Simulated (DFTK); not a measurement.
Runs of DFTK 0.8.2 on Pt. It takes space group Fm-3m (No. 225, cubic). The conventional cell has a = 3.922 Å, b = 3.922 Å, c = 3.922 Å, α = 90.00°, β = 90.00°, γ = 90.00°. Pt (site symmetry m-3m) has 12 Pt at 2.77 Å as nearest neighbours. 

```tsv
task	level	potentials or basis	k mesh	cutoff (eV)	valence electrons	SCF solver	gap on the mesh (eV)	pressure (GPa)
band structure	WC	SG15 1.2 (PBE)	12 × 12 × 12	1225	Pt 18	-	none	3.2
band structure	r2SCAN	cp2k.nc.sr.pbe.v0_1.largecore.gth (PBE, GTH, large core)	12 × 12 × 12	1415	Pt 10	ScfAndersonSolver	none	9.2
band structure	SCAN	SG15 1.2 (PBE)	12 × 12 × 12	1225	Pt 18	-	none	(a)
band structure	BJ06	SG15 1.2 (PBE)	12 × 12 × 12	1225	Pt 18	-	none	-
band structure	PBE	SG15 1.2 (PBE)	12 × 12 × 12	1225	Pt 18	-	none	11.1
```

Alike in all rows: no spin polarisation; cell as given; smearing fermi-dirac 0.05 eV.

Estimate the missing entries.

(a) 0.0.

Caveats: spin-orbit coupling is left out, which moves the levels of the heavy elements; the potentials were made for another functional, which shifts forces and pressure (some runs); GTH potentials come without recommended cutoffs, and this one wasn't checked for convergence (some runs); this set keeps more shells in the core, which shifts pressures and gaps (some runs); the program leaves the constant c of mgga_x_tb09 at 1, so the potential is Becke-Johnson's (BJ06) and not Tran and Blaha's, with levels but no total energy (some runs).

A k mesh can miss the band edges, and the runs leave out spin-orbit coupling on Pt.

A gap of «none» marks a metal or a gap under the smearing width.
